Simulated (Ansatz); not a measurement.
InAs: elastic constants with PBEsol

**What was measured.**

A printed reference work, data compilation reports, for a bulk crystal of InAs at 4.2 K: band gap 0.418 eV (direct).

Crystal: InAs.

```
CELL_PARAMETERS angstrom
0.00000 3.01800 3.01800
3.01800 0.00000 3.01800
3.01800 3.01800 0.00000
ATOMIC_POSITIONS crystal
In 0.00000 0.00000 0.00000
As 0.75000 0.75000 0.75000
```

* Program: Ansatz 0.2.0
* Task: elastic constants
* Functional: PBEsol
* Potentials or basis: Ansatz PAW
* Cutoff: 420 eV (not typed: the program's choice for these potentials)
* k mesh: 6 × 6 × 6
* Occupations: fermi-dirac, width 0.05 eV
* Spin: no spin polarisation
* Atoms under strain: relaxed

- Pressure: 1.6 GPa
- Band gap on the k mesh: none (metal or under the smearing width)
- Elastic constants C11, C12, C44: 84, 52, 33 GPa
- Voigt bulk modulus: 63 GPa

Levels at points of the mesh, in eV from the Fermi level:
```csv
k point,band 11,band 12,band 13,band 14,band 15,band 16,band 17,band 18
"(0.00, 0.00, 0.00)",-11.96,-0.30,-0.04,-0.04,-0.04,3.83,3.83,3.83
"(0.00, 0.00, -0.50)",-10.46,-5.87,-1.04,-1.04,0.85,4.60,4.60,6.69
"(0.00, -0.50, -0.50)",-9.91,-5.94,-2.40,-2.40,1.40,1.95,9.07,9.22
```

Elastic tensor in Voigt notation (GPa, in the Cartesian axes of the cell as first typed):
```
84 52 52  0  0  0
52 84 52  0  0  0
52 52 84  0  0  0
 0  0  0 33  0  0
 0  0  0  0 33  0
 0  0  0  0  0 33
```

Wall time 14 s on 2 threads of Intel(R) Xeon(R) Processor @ 2.70GHz, on a shared host, peak memory 0.42 GiB.

A measured gap of InAs is 0.418 eV (direct; 4.2 K; a printed reference work, data compilation); the calculated 0.00 eV misses it by -0.42 eV. Spin-orbit coupling on As, In is left out. The value is that of PBEsol on a finite k mesh, which can miss the band edges, without temperature or zero-point motion. Semilocal functionals fall short of measured gaps as a rule.

Caveat: elastic constants of metals need much finer meshes, so these are rough; the PAW data sets come from PBE, with cores solved anew for the run's functional, which leaves a small shift of forces and pressure; this crystal is a semiconductor, whose small gap the functional closes, so the metal is an error of the method.
